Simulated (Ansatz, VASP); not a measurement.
**One calculation of Pb, two programs**

The input INCAR:

```
ALGO = Normal ; EDIFF = 1E-6
ENCUT = 520 ; GGA = PE
ISIF = 2 ; ISMEAR = -1
LASPH = True ; LCHARG = False
LREAL = False ; LWAVE = False
NBANDS = 13 ; NELM = 80
PREC = Accurate ; SIGMA = 0.05
```

KPOINTS

```
k-points
0
Gamma
  12 12 12
```

Contents of POSCAR:

```
Pb
1.0
    2.6663831851      0.0000000000      0.0000000000
    0.0000000000      2.6663831851      0.0000000000
    0.0000000000      0.0000000000      2.6663831851
Pb
1
Direct
    0.0000000000      0.0000000000      0.0000000000
```

Input for Ansatz:

```yaml
crystal:
  lattice:
    - [2.6663831851, 0.0, 0.0]
    - [0.0, 2.6663831851, 0.0]
    - [0.0, 0.0, 2.6663831851]
  atoms:
    - { symbol: Pb, position: [0.0, 0.0, 0.0] }
kpoints:
  mp_grid: { grid: [12, 12, 12] }
scf:
  occupations: { method: fermi_dirac, width: 0.05 }
hamiltonian:
  xc: pbe
  pseudopotentials: { kind: all_electron, lapw: { basis_error: 0.001 } }
output:
  forces: true
  stress: true
  eigenvalues: true
  populations: true
```

Change from the starting cell: volume scaled by 0.55, LAPW.

Alike in both runs: task single point; functional PBE; k mesh 12 × 12 × 12; occupations fermi-dirac, width 0.05 eV; no spin polarisation.

|  | VASP | Ansatz |
| --- | --- | --- |
| version | VASP 6.6.1 | Ansatz 0.2.0 |
| potentials or method | VASP PAW PBE potentials, release 64 (Pb_d) | all-electron LAPW, scalar-relativistic |
| plane-wave cutoff (eV) | 520 | see its input |

Ansatz gave:

- pressure (GPa): 92.7

Problem. Which values does VASP return?

Solution. Pressure (GPa): 92.6.

Ansatz ran all-electron here, so the differences hold the error of VASP's frozen core and of both bases.

Caveats: the cell as given lies far from equilibrium; so large a pressure means that the cell lies far from this level's equilibrium, or that cutoff or potentials fall short (VASP). The runs have no spin-orbit coupling, so splittings on Pb are missing.
